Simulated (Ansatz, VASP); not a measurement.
**One calculation of ZrC, two programs**

```
CELL_PARAMETERS angstrom
3.36821 0.00000 0.00000
-1.68411 2.91696 0.00000
0.00000 0.00000 5.57117
ATOMIC_POSITIONS crystal
Zr 0.33333 0.66667 0.25000
Zr 0.66667 0.33333 0.75000
C 0.00000 0.00000 0.00000
C 0.00000 0.00000 0.50000
```

Alike in both runs: task single point; functional PBEsol; k mesh 15 × 15 × 8; occupations gaussian, width 0.1 eV; no spin polarisation.

|  | VASP | Ansatz |
| --- | --- | --- |
| version | VASP 6.6.1 | Ansatz 0.2.0 |
| potentials or method | VASP PAW PBE potentials, release 64 (Zr_sv, C) | scalar-relativistic, plane waves, PAW |
| plane-wave cutoff (eV) | 520 | 420 |
| valence electrons in the cell | 32 | 32 |

VASP gave:

```
gap on the k mesh at the Fermi level (eV)       : none
pressure (GPa)                                  : -14.4
largest component of the traceless stress (GPa) : 6.34
```

Q: Which values does Ansatz return?

A: gap on the k mesh at the Fermi level (eV): none; pressure (GPa): -14.7; largest component of the traceless stress (GPa): 6.33.

A gap of «none» marks a metal or a gap that the smearing closes. The functional is the same, so the differences come from potentials, cutoffs and numerics.

Caveats: the PAW data sets were made with another functional, which shifts forces and pressure a little (VASP).
